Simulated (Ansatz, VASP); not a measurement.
Two plane-wave programs on Sb

```
CELL_PARAMETERS angstrom
3.31800 0.00000 0.00000
0.00000 3.31800 0.00000
0.00000 0.00000 3.16000
ATOMIC_POSITIONS crystal
Sb 0.00000 0.00000 0.00000
```

Change from the starting cell: strain +0.050 along x and y, +0.000 along z, atoms carried along.

Alike in both runs: task single point; functional PBEsol; k mesh 16 × 16 × 16; occupations gaussian, width 0.15 eV; no spin polarisation.

|  | VASP | Ansatz |
| --- | --- | --- |
| version | VASP 6.6.1 | Ansatz 0.2.0 |
| potentials or method | VASP PAW PBE potentials, release 64 (Sb) | scalar-relativistic, plane waves, PAW |
| plane-wave cutoff (eV) | 520 | 420 |
| valence electrons in the cell | 5 | 15 |

```csv
,VASP,Ansatz,Ansatz less VASP
gap on the k mesh at the Fermi level (eV),none,none,-
pressure (GPa),-7.6,-7.6,0.00
largest component of the traceless stress (GPa),1.59,1.58,-0.013
```

A gap of «none» marks a metal or a gap that the smearing closes. With one functional, cell and mesh, what is left measures potentials, basis and numerics. The two sets of potentials don't hold the same shells in valence.

Caveats: the PAW data sets were made with another functional, which shifts forces and pressure a little (VASP). The runs have no spin-orbit coupling, so splittings on Sb are missing.
